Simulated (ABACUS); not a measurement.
PtSe2 (Sudovikovite), 3 atoms in the cell. The structure is trigonal, space group P-3m1 (No. 164). Conventional cell: a = 3.724 Å, b = 3.724 Å, c = 5.062 Å, α = 90.00°, β = 90.00°, γ = 120.00°. Around Pt (site symmetry -3m) lie 6 Se at 2.49 Å. Se (site symmetry 3m) is surrounded by 3 Pt at 2.49 Å. 

| Item | Value |
| --- | --- |
| Program | ABACUS 3.10.1 |
| Task | single point |
| Functional | LDA |
| Potentials or basis | GBRV ultrasoft 1.5 LDA |
| Cutoff | 544 eV |
| Density cutoff | 4354 eV |
| Basis | plane waves |
| k mesh | 6 × 6 × 4 |
| Occupations | fermi-dirac, width 0.05 eV |
| Spin | no spin polarisation |
| Radial cutoff of the potentials (pseudo_rcut) | 10 bohr |
| SCF threshold on the density | 1e-08 |
| Max SCF steps | 100 |
| Eigensolver | dav |
| Mixing | broyden |
| Mixing share | 0.7 |
| Symmetry key | 1 |
| Bands | 24 |

Potentials or basis: GBRV ultrasoft 1.5 LDA, plane waves.

Run with:

```bash
$ OMP_NUM_THREADS=1 mpirun -np 4 abacus > log
```

Hardware: 4 MPI ranks on AMD EPYC 9R45 (Zen 5) (shared host).

**Question.** How long does it take, and how much memory?

**Answer.** Wall time 15 s on 4 MPI ranks on AMD EPYC 9R45 (Zen 5), on a shared host, peak memory 0.84 GiB a rank. Counts: scf iterations 9, k points 24, bands 24, ranks 4.
